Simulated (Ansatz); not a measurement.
# TaS2 (P-3m1) in Ansatz: equation of state

How stiff is TaS2 in PBEsol, and what volume does it want? The cell is scaled to several volumes.

All numbers are computed with Ansatz 0.2.0; they aren't measurements. Logs are shortened: lines on timing, memory, paths and dates and some standing lists are left out, and cuts for length are marked.

## (1) The crystal as given

It takes space group P-3m1 (No. 164, trigonal). The conventional cell has a = 3.350 Å, b = 3.350 Å, c = 5.860 Å, α = 90.00°, β = 90.00°, γ = 120.00°. Ta (site symmetry -3m) has 6 S at 2.43 Å as nearest neighbours. S (site symmetry 3m) is surrounded by 3 Ta at 2.43 Å.

## (2) Single point, PBEsol, 17.85 Å³/atom (volume scaled by 0.94)

input.yaml

```yaml
crystal:
  lattice:
    - [3.2816134642, 0.0, 0.0]
    - [-1.6408067321, 2.8419606254, 0.0]
    - [0.0, 0.0, 5.7403745971]
  atoms:
    - { symbol: Ta, position: [0.0, 0.0, 0.0] }
    - { symbol: S, position: [0.6666666667, 0.3333333333, 0.75] }
    - { symbol: S, position: [0.3333333333, 0.6666666667, 0.25] }
hamiltonian:
  xc: pbesol
  pseudopotentials: { kind: paw }
kpoints:
  mp_grid: { grid: [9, 9, 5] }
scf:
  occupations: { method: fermi_dirac, width: 0.05 }
output:
  forces: true
  stress: true
  eigenvalues: true
```

Potentials or basis: Ansatz PAW.

On the command line:

```
> ansatz run input.yaml --threads 2 --pin off --max-ram 5632MiB --backend cpu --events-out ev --progress --plain --runs-dir out
```

The log of the run:

```text
Warning: RAYON_NUM_THREADS=2 ignored (pool sized by the plan → 2); use --threads N
Engine: ansatz 0.2.0, x86_64-unknown-linux-gnu
Pseudopotentials: kind: paw
Pseudopotential: Ta, paw, valence charge 13, recommended cutoff 420 eV (normal), Ta.paw.azcp
Pseudopotential: S, paw, valence charge 6, recommended cutoff 420 eV (normal), S.paw.azcp
Functional definition: PBEsol
  exchange = pbesol_x
  correlation = pbesol_c
Crystal: 3 atoms, lattice volume = 53.536 Å³
Basis set: ecut = 420 eV, 1051 PW (Γ), exchange–correlation on 48×48×80 points (8 copies of the dense FFT grid, shifted against one another)
Bands: 17, of which v1, the nominal top of the filled ones, is band 13 counted from 1 (12 counted from 0)
Symmetry: 12 space group operations
Space group: P-3m1 (ITA 164), of the structure as read, at distance tolerance 3.8e-5 Å
k-points: 50 of 405
Non-local potential: Ta, projectors of the file, l = 0: 3, l = 1: 2, l = 2: 2, l = 3: 1
Non-local potential: S, projectors of the file, l = 0: 2, l = 1: 2, l = 2: 2
PAW form: soft (Blöchl's): semilocal exchange-correlation on the pseudo side does not see the compensation charge
PAW frozen core: Ta, regenerated for the run's functional, and the local potential with it (the file was generated under x = pbe(κ = 0.804, μ = 0.2195149727645171), c = pbe(β = 0.06672455060314922))
PAW frozen core: S, regenerated for the run's functional, and the local potential with it (the file was generated under x = pbe(κ = 0.804, μ = 0.2195149727645171), c = pbe(β = 0.06672455060314922))
PAW one-centre angular grid: Ta, 590 points (default); XC on 64 Gauss nodes
PAW one-centre angular grid: S, 110 points (default); XC on 64 Gauss nodes
Initial density: superposition of atomic densities (neutral atoms: chi_scale 0, normalization atom), corrected by the library's trained network
Initial wavefunctions: pseudopotential atomic-orbital guess
Functional: x = pbesol(κ = 0.804, μ = 0.12345679012345678), c = pbesol(β = 0.046)
SCF iter   1: F=—  HF=-11579.320032 eV  |F-HF|=—  |Δ(HF+E_count)|=         —  Δρ=6.99e-3  dr2=3.88e-2  ethr=1.77e-3  ⟨swp⟩=5.9  Hψ=4875  notcnv=0
preconditioner: auto → Kerker (q_TF=auto, 2.403 Å⁻¹)  [metal: Δε(μ)=0.031 eV  Ē_g=9.282 eV  σ=0.050 eV  W_gap=0.15  n_scr=10 (ndim 8)  ℏωp=20.9 eV  f_vac=0.009  D(μ)=1.75/eV (n_scr^D=10)]
SCF iter   2: F=—  HF=-11579.310729 eV  |F-HF|=—  |Δ(HF+E_count)|=   9.30e-3  Δρ=2.70e-3  dr2=4.63e-3  ethr=1.55e-4  ⟨swp⟩=1.8  Hψ=1378  notcnv=0
SCF iter   3: F=—  HF=-11579.310044 eV  |F-HF|=—  |Δ(HF+E_count)|=   6.84e-4  Δρ=8.95e-4  dr2=7.07e-4  ethr=1.85e-5  ⟨swp⟩=2.2  Hψ=1288  notcnv=0
SCF iter   4: F=—  HF=-11579.310004 eV  |F-HF|=—  |Δ(HF+E_count)|=   4.01e-5  Δρ=2.06e-4  dr2=5.64e-5  ethr=2.83e-6  ⟨swp⟩=2.0  Hψ=1214  notcnv=0
SCF iter   5: F=—  HF=-11579.310043 eV  |F-HF|=—  |Δ(HF+E_count)|=   3.87e-5  Δρ=6.29e-5  dr2=5.89e-6  ethr=2.26e-7  ⟨swp⟩=2.5  Hψ=1241  notcnv=0
SCF iter   6: F=—  HF=-11579.310045 eV  |F-HF|=—  |Δ(HF+E_count)|=   1.72e-6  Δρ=1.79e-5  dr2=3.29e-7  ethr=2.36e-8  ⟨swp⟩=2.0  Hψ=1205  notcnv=0
SCF iter   7: F=-11579.310045 eV  HF=-11579.310045 eV  |F-HF|=5.02e-10  |Δ(HF+E_count)|=   4.44e-8  Δρ=4.05e-6  dr2=8.87e-9  ethr=4.00e-10  ⟨swp⟩=6.0  Hψ=3798  notcnv=0
SCF 1 converged in 7 iterations: F = -11579.310045 eV  dr2 = 8.87e-9
SCF converged after 7 iterations
Free energy (F): -11579.310045 eV
Harris-Foulkes:  -11579.310045 eV  (|F-HF|=5.02e-10)
Internal energy: -11579.296039 eV  (E = F + TS)
E sigma→0 (E₀):  -11579.303042 eV
Entropy (-TS):   -0.014006 eV (-4.669 meV/atom)
Fermi energy:    11.515742 eV
--- Per-component energies (eV) ---
  E_band       = -165.838354
  E_kinetic    = 588.363205
  E_local      = -1382.479634  (includes V_loc(G=0)·N_el)
  E_nonlocal   = 75.601845
  E_hartree    = 531.054215
  E_xc         = -412.704166
  E_vxc        = -383.040493  (∫ρ·V_xc dr)
  E_paw        = -9441.870928  (= ΣΔE_a)
  E_vpaw       = -126.390687  (= ΣTr[D̂ρ^β])
  E_aug_tail   = 0.000148  (compensation charges beyond the density's cutoff)
  E_ewald      = -1537.598270
  E_core_change = 0.337545  (= ΣΔE_core)
  E_smearing   = -0.014006  (= −TS)
  E_closure    = 0.000000  (closes the sum)
  Σ components = -11579.310045   (vs F -11579.310045, Δ=0.00e0)
--- Forces (eV/Å), atoms counted from 1 ---
  atom   1  Ta     0.00000000     0.00000000     0.00000000
  atom   2  S     -0.00000000     0.00000000    -2.15347757
  atom   3  S      0.00000000    -0.00000000     2.15347757
  max |Σ_I F_I| component: 2.31e-18 eV/Å
--- Stress (GPa, compression-positive) ---
       13.067284      -0.000000       0.000000
        0.000000      13.067284      -0.000000
        0.000000      -0.000000      18.778403
  P = ⅓ Tr σ = 14.9710 GPa (149.710 kbar)
--- Band table (eV; the first three rows and the last of 50) ---
  k-point 0: bands = ["-56.9206", "-23.5209", "-23.4334", "-23.4334", "-4.0024", "-1.6240", "4.1412", "7.0376", "7.0376", "10.2321", "10.8526", "10.8526", "11.5073", "11.5073", "11.7395", "15.9001", "15.9001"]
  k-point 1: bands = ["-56.9206", "-23.5211", "-23.4335", "-23.4335", "-3.9146", "-1.8199", "4.5275", "7.0477", "7.0477", "9.2832", "10.7974", "10.7974", "11.4954", "11.4954", "12.3732", "16.0642", "16.0642"]
  k-point 2: bands = ["-56.9206", "-23.5212", "-23.4334", "-23.4334", "-3.7388", "-2.1545", "5.3466", "7.0643", "7.0643", "8.0140", "10.7119", "10.7119", "11.4753", "11.4753", "12.8978", "16.3500", "16.3500"]
  k-point 49: bands = ["-56.8997", "-23.7081", "-23.7081", "-23.4297", "-1.5612", "-1.5612", "5.6273", "5.6273", "5.7865", "7.6699", "7.8624", "7.8624", "12.8222", "13.1014", "13.1014", "16.8287", "16.8287"]
```

Wall time 0.79 s (2 threads of Intel Xeon 6975P-C (Granite Rapids), shared host); peak memory 0.4 GiB.

What came out:

```
Free energy            : -11579.3100 eV
Pressure               : 15.0 GPa
Largest force          : 2.153 eV/Å
Band gap on the k mesh : none (metal or under the smearing width)
```

Caveat: this functional lacks dispersion, which binds the layers, so the pressure and a relaxed spacing across them are unreliable; the PAW data sets come from PBE, with cores solved anew for the run's functional, which leaves a small shift of forces and pressure; forces of over 1 eV/Å show positions far from the minimum, so gaps and moduli don't describe the material at rest.

## (3) Single point, PBEsol, 18.23 Å³/atom (volume scaled by 0.96)

Edit input.yaml of step 2 so:

```diff
@@ -2,5 +2,5 @@
   lattice:
-    - [3.2816134642, 0.0, 0.0]
-    - [-1.6408067321, 2.8419606254, 0.0]
-    - [0.0, 0.0, 5.7403745971]
+    - [3.3047241796, 0.0, 0.0]
+    - [-1.6523620898, 2.8619750921, 0.0]
+    - [0.0, 0.0, 5.7808011022]
   atoms:
```

Potentials or basis: Ansatz PAW.

On the command line:

```
> ansatz run input.yaml --threads 2 --pin off --max-ram 5632MiB --backend cpu --events-out ev --progress --plain --runs-dir out
```

It took 0.79 s on 2 threads of Intel Xeon 6975P-C (Granite Rapids), shared host; peak memory 0.4 GiB.

The run converged. Its results:

| Item | Value |
| --- | --- |
| Free energy | -11579.4025 eV |
| Pressure | 11.1 GPa |
| Largest force | 1.739 eV/Å |
| Band gap on the k mesh | none (metal or under the smearing width) |

Caveat: this functional lacks dispersion, which binds the layers, so the pressure and a relaxed spacing across them are unreliable; the PAW data sets come from PBE, with cores solved anew for the run's functional, which leaves a small shift of forces and pressure; forces of over 1 eV/Å show positions far from the minimum, so gaps and moduli don't describe the material at rest.

## (4) Single point, PBEsol, 18.60 Å³/atom (volume scaled by 0.98)

Edit input.yaml of step 3 so:

```diff
@@ -2,5 +2,5 @@
   lattice:
-    - [3.3047241796, 0.0, 0.0]
-    - [-1.6523620898, 2.8619750921, 0.0]
-    - [0.0, 0.0, 5.7808011022]
+    - [3.3275161011, 0.0, 0.0]
+    - [-1.6637580505, 2.8817134751, 0.0]
+    - [0.0, 0.0, 5.8206699559]
   atoms:
```

On the command line:

```
> ansatz run input.yaml --threads 2 --pin off --max-ram 5632MiB --backend cpu --events-out ev --progress --plain --runs-dir out
```

Run time: 0.79 s. Hardware: 2 threads of Intel Xeon 6975P-C (Granite Rapids), shared host; peak memory 0.4 GiB.

Results (log left out):

```
Free energy            : -11579.4687 eV
Pressure               : 7.6 GPa
Largest force          : 1.354 eV/Å
Band gap on the k mesh : none (metal or under the smearing width)
```

Caveat: this functional lacks dispersion, which binds the layers, so the pressure and a relaxed spacing across them are unreliable; the PAW data sets come from PBE, with cores solved anew for the run's functional, which leaves a small shift of forces and pressure; forces of over 1 eV/Å show positions far from the minimum, so gaps and moduli don't describe the material at rest.

## (5) Single point, PBEsol, 18.98 Å³/atom

Edit input.yaml of step 4 so:

```diff
@@ -2,5 +2,5 @@
   lattice:
-    - [3.3275161011, 0.0, 0.0]
-    - [-1.6637580505, 2.8817134751, 0.0]
-    - [0.0, 0.0, 5.8206699559]
+    - [3.35, 0.0, 0.0]
+    - [-1.675, 2.9011851027, 0.0]
+    - [0.0, 0.0, 5.86]
   atoms:
```

On the command line:

```
> ansatz run input.yaml --threads 2 --pin off --max-ram 5632MiB --backend cpu --events-out ev --progress --plain --runs-dir out
```

It took 0.78 s on 2 threads of Intel Xeon 6975P-C (Granite Rapids), shared host; peak memory 0.41 GiB.

It converged, with:

- Free energy: -11579.5113 eV
- Pressure: 4.4 GPa
- Largest force: 0.995 eV/Å
- Band gap on the k mesh: none (metal or under the smearing width)

Caveat: this functional lacks dispersion, which binds the layers, so the pressure and a relaxed spacing across them are unreliable; the PAW data sets come from PBE, with cores solved anew for the run's functional, which leaves a small shift of forces and pressure.

## (6) Single point, PBEsol, 19.36 Å³/atom (volume scaled by 1.02)

Edit input.yaml of step 5 so:

```diff
@@ -2,5 +2,5 @@
   lattice:
-    - [3.35, 0.0, 0.0]
-    - [-1.675, 2.9011851027, 0.0]
-    - [0.0, 0.0, 5.86]
+    - [3.372186077, 0.0, 0.0]
+    - [-1.6860930385, 2.920398809, 0.0]
+    - [0.0, 0.0, 5.898809078]
   atoms:
```

Potentials or basis: Ansatz PAW.

On the command line:

```
> ansatz run input.yaml --threads 2 --pin off --max-ram 5632MiB --backend cpu --events-out ev --progress --plain --runs-dir out
```

The log of the run:

```text
Warning: RAYON_NUM_THREADS=2 ignored (pool sized by the plan → 2); use --threads N
Engine: ansatz 0.2.0, x86_64-unknown-linux-gnu
Pseudopotentials: kind: paw
Pseudopotential: Ta, paw, valence charge 13, recommended cutoff 420 eV (normal), Ta.paw.azcp
Pseudopotential: S, paw, valence charge 6, recommended cutoff 420 eV (normal), S.paw.azcp
Functional definition: PBEsol
  exchange = pbesol_x
  correlation = pbesol_c
Crystal: 3 atoms, lattice volume = 58.092 Å³
Basis set: ecut = 420 eV, 1135 PW (Γ), exchange–correlation on 48×48×80 points (8 copies of the dense FFT grid, shifted against one another)
Bands: 17, of which v1, the nominal top of the filled ones, is band 13 counted from 1 (12 counted from 0)
Symmetry: 12 space group operations
Space group: P-3m1 (ITA 164), of the structure as read, at distance tolerance 3.9e-5 Å
k-points: 50 of 405
Non-local potential: Ta, projectors of the file, l = 0: 3, l = 1: 2, l = 2: 2, l = 3: 1
Non-local potential: S, projectors of the file, l = 0: 2, l = 1: 2, l = 2: 2
PAW form: soft (Blöchl's): semilocal exchange-correlation on the pseudo side does not see the compensation charge
PAW frozen core: Ta, regenerated for the run's functional, and the local potential with it (the file was generated under x = pbe(κ = 0.804, μ = 0.2195149727645171), c = pbe(β = 0.06672455060314922))
PAW frozen core: S, regenerated for the run's functional, and the local potential with it (the file was generated under x = pbe(κ = 0.804, μ = 0.2195149727645171), c = pbe(β = 0.06672455060314922))
PAW one-centre angular grid: Ta, 590 points (default); XC on 64 Gauss nodes
PAW one-centre angular grid: S, 110 points (default); XC on 64 Gauss nodes
Initial density: superposition of atomic densities (neutral atoms: chi_scale 0, normalization atom), corrected by the library's trained network
Initial wavefunctions: pseudopotential atomic-orbital guess
Functional: x = pbesol(κ = 0.804, μ = 0.12345679012345678), c = pbesol(β = 0.046)
SCF iter   1: F=—  HF=-11579.541294 eV  |F-HF|=—  |Δ(HF+E_count)|=         —  Δρ=6.39e-3  dr2=4.32e-2  ethr=1.77e-3  ⟨swp⟩=5.8  Hψ=4818  notcnv=0
preconditioner: auto → LDOS  [metal: Δε(μ)=0.015 eV  Ē_g=8.795 eV  σ=0.050 eV  W_gap=0.07  n_scr=10 (ndim 8)  ℏωp=20.1 eV  f_vac=0.013  D(μ)=2.03/eV (n_scr^D=22)  β→1.0]
SCF iter   2: F=—  HF=-11579.533619 eV  |F-HF|=—  |Δ(HF+E_count)|=   7.68e-3  Δρ=2.88e-3  dr2=3.83e-3  ethr=1.73e-4  ⟨swp⟩=2.1  Hψ=1756  notcnv=0
SCF iter   3: F=—  HF=-11579.532677 eV  |F-HF|=—  |Δ(HF+E_count)|=   9.41e-4  Δρ=9.21e-4  dr2=6.77e-4  ethr=1.53e-5  ⟨swp⟩=2.0  Hψ=1276  notcnv=0
SCF iter   4: F=—  HF=-11579.532492 eV  |F-HF|=—  |Δ(HF+E_count)|=   1.86e-4  Δρ=2.96e-4  dr2=1.19e-4  ethr=2.71e-6  ⟨swp⟩=2.0  Hψ=1228  notcnv=0
SCF iter   5: F=—  HF=-11579.532473 eV  |F-HF|=—  |Δ(HF+E_count)|=   1.89e-5  Δρ=6.00e-5  dr2=2.06e-6  ethr=4.74e-7  ⟨swp⟩=2.3  Hψ=1179  notcnv=0
SCF iter   6: F=—  HF=-11579.532511 eV  |F-HF|=—  |Δ(HF+E_count)|=   3.83e-5  Δρ=9.66e-6  dr2=7.94e-8  ethr=4.00e-10  ⟨swp⟩=4.6  Hψ=4250  notcnv=0
SCF iter   7: F=-11579.532511 eV  HF=-11579.532511 eV  |F-HF|=4.22e-10  |Δ(HF+E_count)|=   8.07e-9  Δρ=1.60e-6  dr2=7.74e-10  ethr=3.18e-10  ⟨swp⟩=2.4  Hψ=3087  notcnv=0
SCF 1 converged in 7 iterations: F = -11579.532511 eV  dr2 = 7.74e-10
SCF converged after 7 iterations
Free energy (F): -11579.532511 eV
Harris-Foulkes:  -11579.532511 eV  (|F-HF|=4.22e-10)
Internal energy: -11579.517098 eV  (E = F + TS)
E sigma→0 (E₀):  -11579.524805 eV
Entropy (-TS):   -0.015413 eV (-5.138 meV/atom)
Fermi energy:    10.264772 eV
--- Per-component energies (eV) ---
  E_band       = -194.749122
  E_kinetic    = 581.235311
  E_local      = -1430.778324  (includes V_loc(G=0)·N_el)
  E_nonlocal   = 74.369613
  E_hartree    = 542.742434
  E_xc         = -410.112826
  E_vxc        = -379.680815  (∫ρ·V_xc dr)
  E_paw        = -9441.010637  (= ΣΔE_a)
  E_vpaw       = -125.379854  (= ΣTr[D̂ρ^β])
  E_aug_tail   = 0.000129  (compensation charges beyond the density's cutoff)
  E_ewald      = -1496.300343
  E_core_change = 0.337545  (= ΣΔE_core)
  E_smearing   = -0.015413  (= −TS)
  E_closure    = -0.000000  (closes the sum)
  Σ components = -11579.532511   (vs F -11579.532511, Δ=0.00e0)
--- Forces (eV/Å), atoms counted from 1 ---
  atom   1  Ta     0.00000000    -0.00000000     0.00000000
  atom   2  S     -0.00000000     0.00000000    -0.66002195
  atom   3  S      0.00000000     0.00000000     0.66002195
  max |Σ_I F_I| component: 5.78e-19 eV/Å
--- Stress (GPa, compression-positive) ---
       -0.219747       0.000000       0.000000
       -0.000000      -0.219747       0.000000
        0.000000       0.000000       5.154497
  P = ⅓ Tr σ = 1.5717 GPa (15.717 kbar)
--- Band table (eV; the first three rows and the last of 50) ---
  k-point 0: bands = ["-58.4390", "-24.9265", "-24.9075", "-24.9075", "-4.7348", "-2.7095", "3.3865", "6.0900", "6.0900", "8.9698", "9.4992", "9.4992", "10.2934", "10.2934", "10.5377", "14.2917", "14.2917"]
  k-point 1: bands = ["-58.4390", "-24.9265", "-24.9075", "-24.9075", "-4.6585", "-2.8657", "3.7224", "6.0996", "6.0996", "8.1415", "9.4518", "9.4518", "10.2838", "10.2838", "11.0208", "14.4254", "14.4254"]
  k-point 2: bands = ["-58.4390", "-24.9266", "-24.9075", "-24.9075", "-4.5064", "-3.1380", "4.4413", "6.1154", "6.1154", "6.9892", "9.3776", "9.3776", "10.2679", "10.2679", "11.4139", "14.6544", "14.6544"]
  k-point 49: bands = ["-58.4255", "-25.1035", "-25.1035", "-24.8643", "-2.6020", "-2.6020", "4.7735", "4.7735", "4.8198", "6.5933", "6.7658", "6.7658", "11.4704", "11.7521", "11.7521", "15.1688", "15.1688"]
```

Wall time 1 s (2 threads of Intel Xeon 6975P-C (Granite Rapids), shared host); peak memory 0.41 GiB.

What came out:

```
Free energy            : -11579.5325 eV
Pressure               : 1.6 GPa
Largest force          : 0.660 eV/Å
Band gap on the k mesh : none (metal or under the smearing width)
```

Caveat: this functional lacks dispersion, which binds the layers, so the pressure and a relaxed spacing across them are unreliable; the PAW data sets come from PBE, with cores solved anew for the run's functional, which leaves a small shift of forces and pressure.

## (7) Single point, PBEsol, 19.74 Å³/atom (volume scaled by 1.04)

Edit input.yaml of step 6 so:

```diff
@@ -2,5 +2,5 @@
   lattice:
-    - [3.372186077, 0.0, 0.0]
-    - [-1.6860930385, 2.920398809, 0.0]
-    - [0.0, 0.0, 5.898809078]
+    - [3.3940840028, 0.0, 0.0]
+    - [-1.6970420014, 2.939362969, 0.0]
+    - [0.0, 0.0, 5.9371141064]
   atoms:
@@ -20 +20,5 @@
   eigenvalues: true
+  write_density: true
+  write_potential: true
+  elf: true
+  volumetric_format: npy
```

On the command line:

```
> ansatz run input.yaml --threads 2 --pin off --max-ram 5632MiB --backend cpu --events-out ev --progress --plain --runs-dir out
```

Run time: 1.1 s. Hardware: 2 threads of Intel Xeon 6975P-C (Granite Rapids), shared host; peak memory 0.41 GiB.

It converged, with:

```yaml
Free_energy: -11579.5343 eV
Pressure: -1.0 GPa
Largest_force: 0.348 eV/Å
Band_gap_on_the_k_mesh: none (metal or under the smearing width)
```

Caveat: this functional lacks dispersion, which binds the layers, so the pressure and a relaxed spacing across them are unreliable; the PAW data sets come from PBE, with cores solved anew for the run's functional, which leaves a small shift of forces and pressure.

## (8) Single point, PBEsol, 20.12 Å³/atom (volume scaled by 1.06)

Edit input.yaml of step 7 so:

```diff
@@ -2,5 +2,5 @@
   lattice:
-    - [3.3940840028, 0.0, 0.0]
-    - [-1.6970420014, 2.939362969, 0.0]
-    - [0.0, 0.0, 5.9371141064]
+    - [3.4157029551, 0.0, 0.0]
+    - [-1.7078514776, 2.9580855309, 0.0]
+    - [0.0, 0.0, 5.9749311394]
   atoms:
@@ -20,5 +20 @@
   eigenvalues: true
-  write_density: true
-  write_potential: true
-  elf: true
-  volumetric_format: npy
```

On the command line:

```
> ansatz run input.yaml --threads 2 --pin off --max-ram 5632MiB --backend cpu --events-out ev --progress --plain --runs-dir out
```

Wall time 0.87 s (2 threads of Intel Xeon 6975P-C (Granite Rapids), shared host); peak memory 0.41 GiB.

Results (log left out):

* Free energy: -11579.5186 eV
* Pressure: -3.4 GPa
* Largest force: 0.057 eV/Å
* Band gap on the k mesh: none (metal or under the smearing width)

Caveat: this functional lacks dispersion, which binds the layers, so the pressure and a relaxed spacing across them are unreliable; the PAW data sets come from PBE, with cores solved anew for the run's functional, which leaves a small shift of forces and pressure.

## (9) Equation of state, PBEsol

Potentials or basis: Ansatz PAW.

No new run: the results of the series are fitted here.

Results:

| Quantity | Value |
| --- | --- |
| Equilibrium volume | 19.59 Å³/atom |
| Bulk modulus at fixed shape and positions | 132 GPa |
| Pressure derivative of the bulk modulus | 4.1 |

Energy against volume, from the lowest point:
| volume (Å³/atom) | energy (meV/atom) |
| --- | --- |
| 17.845 | 74.76 |
| 18.225 | 43.94 |
| 18.605 | 21.86 |
| 18.984 | 7.67 |
| 19.364 | 0.61 |
| 19.744 | 0.00 |
| 20.123 | 5.23 |

Caveat: the cell was scaled at fixed shape and fractional positions, which overstates the stiffness of a crystal with free parameters, most of all of layers and chains; this functional lacks dispersion, which binds the layers, so the pressure and a relaxed spacing across them are unreliable.
